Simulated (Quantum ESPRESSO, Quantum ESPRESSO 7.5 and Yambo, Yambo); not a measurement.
# A GW chain in Yambo: KF (Carobbiite)

Aim: the G0W0 gap of KF (Carobbiite) on PBE, step by step.

Program: Quantum ESPRESSO 7.5 and Yambo 5.3.0. Level of theory: PBE and many-body steps on it, plane waves. Results are calculated unless marked as measured.

## (1) The starting structure

It takes space group Fm-3m (No. 225, cubic). Conventional cell: a = 5.344 Å, b = 5.344 Å, c = 5.344 Å, α = 90.00°, β = 90.00°, γ = 90.00°. Nearest to K lie 6 F at 2.67 Å. F has 6 K at 2.67 Å nearest. Farther neighbours and most contacts between anions are not listed.

The cell and positions come from the Crystallography Open Database and are kept as given unless a step says otherwise.

## (2) Ground state

This step: Quantum ESPRESSO 7.5; DFT, PBE, plane waves, norm-conserving pseudopotentials.

The ground-state density comes first.

The input, pw.in:

```
&control
  calculation = 'scf'
  prefix = 'x'
  outdir = 'o'
  pseudo_dir = 'pseudo'
/
&system
  ibrav = 0
  nat = 2
  ntyp = 2
  ecutwfc = 72.0
  nbnd = 13
  force_symmorphic = .true.
/
&electrons
  conv_thr = 1e-10
  electron_maxstep = 80
  mixing_beta = 0.5
/
ATOMIC_SPECIES
  K 39.098 K.upf
  F 18.998 F.upf
CELL_PARAMETERS angstrom
  -0.0000000000 2.6718500000 2.6718500000
  2.6718500000 -0.0000000000 2.6718500000
  2.6718500000 2.6718500000 0.0000000000
ATOMIC_POSITIONS crystal
  K 0.0000000000 0.0000000000 0.0000000000
  F 0.5000000000 0.5000000000 0.5000000000
K_POINTS automatic
  6 6 6 0 0 0
```

The run is started by

```
OMP_NUM_THREADS=1 mpirun -n 4 pw.x -nk 4 -in pw.in > pw.out
```

The program printed:

```text
Program PWSCF v.7.5 starts

     This program is part of the open-source Quantum ESPRESSO suite
     for quantum simulation of materials; please cite
         "P. Giannozzi et al., J. Phys.:Condens. Matter 21 395502 (2009);
         "P. Giannozzi et al., J. Phys.:Condens. Matter 29 465901 (2017);
         "P. Giannozzi et al., J. Chem. Phys. 152 154105 (2020);
     in publications or presentations arising from this work. More details at
     Message from routine setup:
     using ibrav=0 with symmetry is DISCOURAGED, use correct ibrav instead

     G-vector sticks info

     bravais-lattice index     =            0
     lattice parameter (alat)  =       7.1405  a.u.
     unit-cell volume          =     257.4322 (a.u.)^3
     number of atoms/cell      =            2
     number of atomic types    =            2
     number of electrons       =        16.00
     number of Kohn-Sham states=           13
     kinetic-energy cutoff     =      72.0000  Ry
     charge density cutoff     =     288.0000  Ry
     scf convergence threshold =      1.0E-10
     mixing beta               =       0.5000
     number of iterations used =            8  plain     mixing
     Exchange-correlation= PBE
                           (   1   4   3   4   0   0   0)

     celldm(1)=   7.140456  celldm(2)=   0.000000  celldm(3)=   0.000000
     celldm(4)=   0.000000  celldm(5)=   0.000000  celldm(6)=   0.000000

     crystal axes: (cart. coord. in units of alat)
               a(1) = (  -0.000000   0.707107   0.707107 )
               a(2) = (   0.707107  -0.000000   0.707107 )
               a(3) = (   0.707107   0.707107   0.000000 )

     reciprocal axes: (cart. coord. in units 2 pi/alat)
               b(1) = ( -0.707107  0.707107  0.707107 )
               b(2) = (  0.707107 -0.707107  0.707107 )
               b(3) = (  0.707107  0.707107 -0.707107 )
     Pseudo is Norm-conserving + core correction, Zval =  9.0
     Generated using ONCVPSP code by D. R. Hamann
     Using radial grid of 2222 points,  6 beta functions with:
     Pseudo is Norm-conserving + core correction, Zval =  7.0
     Generated using ONCVPSP code by D. R. Hamann
     Using radial grid of  832 points,  5 beta functions with:
     K                 9.00    39.09800     K ( 1.00)
     F                 7.00    18.99800     F ( 1.00)

     48 Sym. Ops., with inversion, found

   Cartesian axes

     site n.     atom                  positions (alat units)
         1        K      tau(   1) = (   0.0000000   0.0000000   0.0000000  )
         2        F      tau(   2) = (   0.7071068   0.7071068   0.7071068  )

     number of k points=    16
                       cart. coord. in units 2pi/alat
        k(    1) = (   0.0000000   0.0000000   0.0000000), wk =   0.0092593
        k(    2) = (   0.1178511   0.1178511  -0.1178511), wk =   0.0740741
        k(    3) = (   0.2357023   0.2357023  -0.2357023), wk =   0.0740741
        k(    4) = (  -0.3535534  -0.3535534   0.3535534), wk =   0.0370370
        k(    5) = (   0.2357023   0.0000000  -0.0000000), wk =   0.0555556
        k(    6) = (   0.3535534   0.1178511  -0.1178511), wk =   0.2222222
        k(    7) = (  -0.2357023  -0.4714045   0.4714045), wk =   0.2222222
        k(    8) = (  -0.1178511  -0.3535534   0.3535534), wk =   0.2222222
        k(    9) = (   0.0000000  -0.2357023   0.2357023), wk =   0.1111111
        k(   10) = (   0.4714045   0.0000000  -0.0000000), wk =   0.0555556
     [... 4 further rows ...]
        k(   15) = (  -0.1178511  -0.3535534   0.5892557), wk =   0.2222222
        k(   16) = (  -0.7071068   0.2357023   0.0000000), wk =   0.1111111

     Dense  grid:    21187 G-vectors     FFT dimensions: (  40,  40,  40)

     Initial potential from superposition of free atoms

     starting charge      15.9808, renormalised to      16.0000
     Starting wfcs are    9 randomized atomic wfcs +    4 random wfcs

     per-process dynamical memory:    19.1 Mb

     Self-consistent Calculation

     iteration #  1     ecut=    72.00 Ry     beta= 0.50

     total energy              =    -109.56124061 Ry
     estimated scf accuracy    <       0.27429892 Ry

     iteration #  2     ecut=    72.00 Ry     beta= 0.50

     total energy              =    -109.63747436 Ry
     estimated scf accuracy    <       0.06036261 Ry

     iteration #  3     ecut=    72.00 Ry     beta= 0.50

     total energy              =    -109.64786592 Ry
     estimated scf accuracy    <       0.00379029 Ry

     iteration #  4     ecut=    72.00 Ry     beta= 0.50

     total energy              =    -109.64818342 Ry
     estimated scf accuracy    <       0.00016829 Ry

     iteration #  5     ecut=    72.00 Ry     beta= 0.50

     total energy              =    -109.64822993 Ry
     estimated scf accuracy    <       0.00002292 Ry

     iteration #  6     ecut=    72.00 Ry     beta= 0.50

     total energy              =    -109.64823453 Ry
     estimated scf accuracy    <       0.00000945 Ry

     iteration #  7     ecut=    72.00 Ry     beta= 0.50

     total energy              =    -109.64823592 Ry
     estimated scf accuracy    <       0.00000002 Ry

     iteration #  8     ecut=    72.00 Ry     beta= 0.50

     total energy              =    -109.64823593 Ry
     estimated scf accuracy    <          4.7E-09 Ry

     iteration #  9     ecut=    72.00 Ry     beta= 0.50

     total energy              =    -109.64823593 Ry
     estimated scf accuracy    <          2.7E-10 Ry

     iteration # 10     ecut=    72.00 Ry     beta= 0.50

     End of self-consistent calculation

          k = 0.0000 0.0000 0.0000 (  2685 PWs)   bands (ev):

   -24.5780 -17.0623  -7.8279  -7.8279  -7.8279   1.5366   1.5366   1.5366
     7.7360  12.2308  12.2308  12.2308  13.8583

          k = 0.1179 0.1179-0.1179 (  2671 PWs)   bands (ev):

   -24.5547 -17.0838  -7.8973  -7.8372  -7.8372   1.3074   1.4475   1.4475
     8.4759  11.8529  12.5839  12.5839  14.1048

          k = 0.2357 0.2357-0.2357 (  2659 PWs)   bands (ev):

   -24.5076 -17.1276  -8.0340  -7.8555  -7.8555   0.9212   1.2754   1.2754
    10.0224  11.6413  13.2845  13.2845  14.8937

          k =-0.3536-0.3536 0.3536 (  2638 PWs)   bands (ev):

     [... further k-points ...]

     highest occupied, lowest unoccupied level (ev):     1.5366    7.7360

!    total energy              =    -109.64823593 Ry
     estimated scf accuracy    <          5.9E-12 Ry

     The total energy is the sum of the following terms:
     one-electron contribution =     -41.34050974 Ry
     hartree contribution      =      28.32769434 Ry
     xc contribution           =     -24.01420750 Ry
     ewald contribution        =     -72.62121304 Ry

     convergence has been achieved in  10 iterations

     XML data file, charge density, pseudopotentials, collected wavefunctions

=------------------------------------------------------------------------------=
   JOB DONE.
=------------------------------------------------------------------------------=
```

The job ended after 3 s (4 MPI ranks of Arm Neoverse V2, shared host; peak memory 0.23 GiB; 12 s of CPU time).

Numbers from this step:

```
total energy               : -1491.8402 eV
gap                        : 6.199 eV
k of the valence top       : 0, 0, 0
k of the conduction bottom : 0, 0, 0
least direct gap           : 6.199 eV
```

The gap is direct, at Γ.

## (3) Bands along the symmetry lines

Levels along a band path, at the cheap level, show where the edges lie and whether the meshes to come will hold them.

The input, pw.in:

```
&control
  calculation = 'bands'
  prefix = 'x'
  outdir = 'o'
  pseudo_dir = 'pseudo'
/
&system
  ibrav = 0
  nat = 2
  ntyp = 2
  ecutwfc = 72.0
  nbnd = 14
  force_symmorphic = .true.
/
&electrons
  conv_thr = 1e-9
  electron_maxstep = 80
  diago_full_acc = .true.
  diago_thr_init = 5e-6
/
ATOMIC_SPECIES
  K 39.098 K.upf
  F 18.998 F.upf
CELL_PARAMETERS angstrom
  -0.0000000000 2.6718500000 2.6718500000
  2.6718500000 -0.0000000000 2.6718500000
  2.6718500000 2.6718500000 0.0000000000
ATOMIC_POSITIONS crystal
  K 0.0000000000 0.0000000000 0.0000000000
  F 0.5000000000 0.5000000000 0.5000000000
K_POINTS crystal
  50
  0.00000000 0.00000000 0.00000000 1
  0.06250000 0.00000000 0.06250000 1
  0.12500000 0.00000000 0.12500000 1
  0.18750000 0.00000000 0.18750000 1
  0.25000000 0.00000000 0.25000000 1
  0.31250000 0.00000000 0.31250000 1
  0.37500000 0.00000000 0.37500000 1
  0.43750000 0.00000000 0.43750000 1
  0.50000000 0.00000000 0.50000000 1
  0.51562500 0.03125000 0.51562500 1
  0.53125000 0.06250000 0.53125000 1
  0.54687500 0.09375000 0.54687500 1
  0.56250000 0.12500000 0.56250000 1
  0.57812500 0.15625000 0.57812500 1
  0.59375000 0.18750000 0.59375000 1
  0.60937500 0.21875000 0.60937500 1
  0.62500000 0.25000000 0.62500000 1
  0.37500000 0.37500000 0.75000000 1
  0.32812500 0.32812500 0.65625000 1
  0.28125000 0.28125000 0.56250000 1
  0.23437500 0.23437500 0.46875000 1
  0.18750000 0.18750000 0.37500000 1
  0.14062500 0.14062500 0.28125000 1
  0.09375000 0.09375000 0.18750000 1
  0.04687500 0.04687500 0.09375000 1
  0.00000000 0.00000000 0.00000000 1
  0.06250000 0.06250000 0.06250000 1
  0.12500000 0.12500000 0.12500000 1
  0.18750000 0.18750000 0.18750000 1
  0.25000000 0.25000000 0.25000000 1
  0.31250000 0.31250000 0.31250000 1
  0.37500000 0.37500000 0.37500000 1
  0.43750000 0.43750000 0.43750000 1
  0.50000000 0.50000000 0.50000000 1
  0.50000000 0.46875000 0.53125000 1
  0.50000000 0.43750000 0.56250000 1
  0.50000000 0.40625000 0.59375000 1
  0.50000000 0.37500000 0.62500000 1
  0.50000000 0.34375000 0.65625000 1
  0.50000000 0.31250000 0.68750000 1
  0.50000000 0.28125000 0.71875000 1
  0.50000000 0.25000000 0.75000000 1
  0.50000000 0.21875000 0.71875000 1
  0.50000000 0.18750000 0.68750000 1
  0.50000000 0.15625000 0.65625000 1
  0.50000000 0.12500000 0.62500000 1
  0.50000000 0.09375000 0.59375000 1
  0.50000000 0.06250000 0.56250000 1
  0.50000000 0.03125000 0.53125000 1
  0.50000000 0.00000000 0.50000000 1
```

The program printed:

```text
[banner, memory and clock lines left out]
Program PWSCF v.7.5 starts

     Atomic positions and unit cell read from directory:
     o/x.save/

     Message from routine setup:
     using ibrav=0 with symmetry is DISCOURAGED, use correct ibrav instead

     G-vector sticks info

     bravais-lattice index     =            0
     lattice parameter (alat)  =       7.1405  a.u.
     unit-cell volume          =     257.4322 (a.u.)^3
     number of atoms/cell      =            2
     number of atomic types    =            2
     number of electrons       =        16.00
     number of Kohn-Sham states=           14
     kinetic-energy cutoff     =      72.0000  Ry
     charge density cutoff     =     288.0000  Ry
     Exchange-correlation= PBE
                           (   1   4   3   4   0   0   0)

     celldm(1)=   7.140456  celldm(2)=   0.000000  celldm(3)=   0.000000
     celldm(4)=   0.000000  celldm(5)=   0.000000  celldm(6)=   0.000000

     crystal axes: (cart. coord. in units of alat)
               a(1) = (  -0.000000   0.707107   0.707107 )
               a(2) = (   0.707107  -0.000000   0.707107 )
               a(3) = (   0.707107   0.707107   0.000000 )

     reciprocal axes: (cart. coord. in units 2 pi/alat)
               b(1) = ( -0.707107  0.707107  0.707107 )
               b(2) = (  0.707107 -0.707107  0.707107 )
               b(3) = (  0.707107  0.707107 -0.707107 )
     Pseudo is Norm-conserving + core correction, Zval =  9.0
     Generated using ONCVPSP code by D. R. Hamann
     Using radial grid of 2222 points,  6 beta functions with:
     Pseudo is Norm-conserving + core correction, Zval =  7.0
     Generated using ONCVPSP code by D. R. Hamann
     Using radial grid of  832 points,  5 beta functions with:
     K                 9.00    39.09800     K ( 1.00)
     F                 7.00    18.99800     F ( 1.00)

     48 Sym. Ops., with inversion, found

   Cartesian axes

     site n.     atom                  positions (alat units)
         1        K      tau(   1) = (   0.0000000   0.0000000   0.0000000  )
         2        F      tau(   2) = (   0.7071068   0.7071068   0.7071068  )

     number of k points=    50
                       cart. coord. in units 2pi/alat
        k(    1) = (   0.0000000   0.0000000   0.0000000), wk =   0.0400000
        k(    2) = (   0.0000000   0.0883883   0.0000000), wk =   0.0400000
        k(    3) = (   0.0000000   0.1767767   0.0000000), wk =   0.0400000
[...]
[... 38 further rows ...]
        k(   49) = (   0.0441942   0.7071068   0.0000000), wk =   0.0400000
        k(   50) = (   0.0000000   0.7071068   0.0000000), wk =   0.0400000

     Dense  grid:    21187 G-vectors     FFT dimensions: (  40,  40,  40)

     The potential is recalculated from file :
     o/x.save/charge-density

     Starting wfcs are    9 randomized atomic wfcs +    5 random wfcs

     Band Structure Calculation

     End of band structure calculation

          k = 0.0000 0.0000 0.0000 (  2685 PWs)   bands (ev):

   -24.5780 -17.0623  -7.8279  -7.8279  -7.8279   1.5366   1.5366   1.5366
     7.7360  12.2308  12.2308  12.2308  13.8583  13.8583

          k = 0.0000 0.0884 0.0000 (  2693 PWs)   bands (ev):

   -24.5733 -17.0665  -7.8359  -7.8359  -7.8306   1.4641   1.5313   1.5313
     7.8827  12.0766  12.3321  12.3321  13.8969  13.9085

          k = 0.0000 0.1768 0.0000 (  2689 PWs)   bands (ev):

   -24.5601 -17.0770  -7.8586  -7.8586  -7.8468   1.2960   1.5182   1.5182
     8.2836  11.6892  12.6257  12.6257  14.0092  14.0256

          k =-0.0000 0.2652 0.0000 (  2666 PWs)   bands (ev):

[...]
k = 0.0000 0.4419-0.0000 (  2650 PWs)   bands (ev):

[...]
k =-0.0000 0.5303 0.0000 (  2658 PWs)   bands (ev):

[...]
k = 0.0000 0.6187-0.0000 (  2650 PWs)   bands (ev):

[...]
k = 0.4640 0.4640-0.0000 (  2650 PWs)   bands (ev):

[...]
k = 0.3315 0.3315-0.0000 (  2650 PWs)   bands (ev):

[...]
k = 0.3094 0.7071-0.0000 (  2648 PWs)   bands (ev):

[...]
k = 0.2210 0.7071-0.0000 (  2654 PWs)   bands (ev):

[...]
k = 0.1768 0.7071-0.0000 (  2648 PWs)   bands (ev):

[...]
k = 0.0442 0.7071 0.0000 (  2660 PWs)   bands (ev):

   -24.4629 -17.0804  -8.3803  -8.0415  -8.0335   1.3295   1.4680   1.4786
     9.7987  11.8937  13.2933  15.0563  15.6248  15.6822

          k = 0.0000 0.7071 0.0000 (  2650 PWs)   bands (ev):

   -24.4630 -17.0794  -8.3835  -8.0381  -8.0381   1.3290   1.4816   1.4816
     9.7709  11.8646  13.3544  15.0554  15.6245  15.6246

     XML data file, pseudopotentials, collected wavefunctions
```

Wall time 3.2 s (4 MPI ranks); peak memory 0.2 GiB.

Numbers from this step:

```
gap                        : 6.199 eV
k of the valence top       : 0, 0, 0
k of the conduction bottom : 0, 0, 0
least direct gap           : 6.199 eV
```

The gap is 6.199 eV, as in the run before at this level.

Electronic bands along the path, in eV, zero at the top of the highest filled band; v1 is the highest filled band, c1 the lowest empty one:

```csv
point,v4,v3,v2,v1,c1,c2,c3,c4
Γ,-9.36,0.00,0.00,0.00,6.20,10.69,10.69,10.69
halfway,-9.47,-0.48,-0.05,-0.05,8.00,9.20,12.12,12.12
X,-9.57,-0.21,-0.06,-0.06,8.23,10.33,11.82,13.52
halfway,-9.56,-0.20,-0.14,-0.10,8.45,10.55,11.42,13.52
U,-9.51,-0.33,-0.19,-0.19,8.98,10.74,11.08,13.51
jump to K,-9.51,-0.33,-0.19,-0.19,8.98,10.74,11.08,13.51
halfway,-9.37,-0.54,-0.27,-0.08,8.24,9.85,11.63,11.72
Γ,-9.36,0.00,0.00,0.00,6.20,10.69,10.69,10.69
halfway,-9.38,-0.43,-0.18,-0.18,7.71,10.11,11.41,11.41
L,-9.40,-0.78,-0.34,-0.34,9.09,10.63,12.05,12.05
halfway,-9.44,-0.56,-0.28,-0.25,9.42,10.11,11.67,12.67
W,-9.45,-0.40,-0.16,-0.16,9.75,9.75,11.21,13.35
halfway,-9.51,-0.23,-0.20,-0.09,8.66,10.73,11.06,13.50
X,-9.57,-0.21,-0.06,-0.06,8.23,10.33,11.82,13.52
```

The electronic bands as a text plot (rows in eV, shown from -8.0 to 12.2 only):

```
   11.8 |    +++  ++++++   ++++++++         ++++++++++++       ++
   10.9 |++++          ++++      +++++++++++     +++    +++++++
   10.1 |  ++      ++++    ++++++++++    ++++++++   +++++++++  ++
    9.3 |    +++  +       ++++++                +++++++++  ++
    8.4 |     ++++++++++++      +            +++             ++++
    7.6 |    +                   ++         +
    6.7 | +++                      +++  ++++
    5.9 |+                            ++
    5.0 |
    4.2 |
    3.4 |
    2.5 |
    1.7 |
    0.8 |
    0.0 |********************************************************
   -0.8 |     ****         ******           *************
   -1.7 |
   -2.5 |
   -3.4 |
   -4.2 |
   -5.1 |
   -5.9 |
   -6.7 |
   -7.6 |
         Γ           X  U|K            Γ         L        W     X
```

(Part 1 of 3 ends here.)

[Paths, hosts, dates, memory and timing lines, banners, echoed tables and standing remarks are left out of the program output.]

[Logs are printed without paths, hosts, clocks, repeated set-up lines and the standing remarks that a program may print on its own settings, such as how far it seeks lower states.]

[Runs of the session that timed out or met a known fault of the program may be left out.]

[Hosts, paths, dates, database ids (printed as entryN), source tags and the programs' standing remarks are cut or masked in the printed files.]
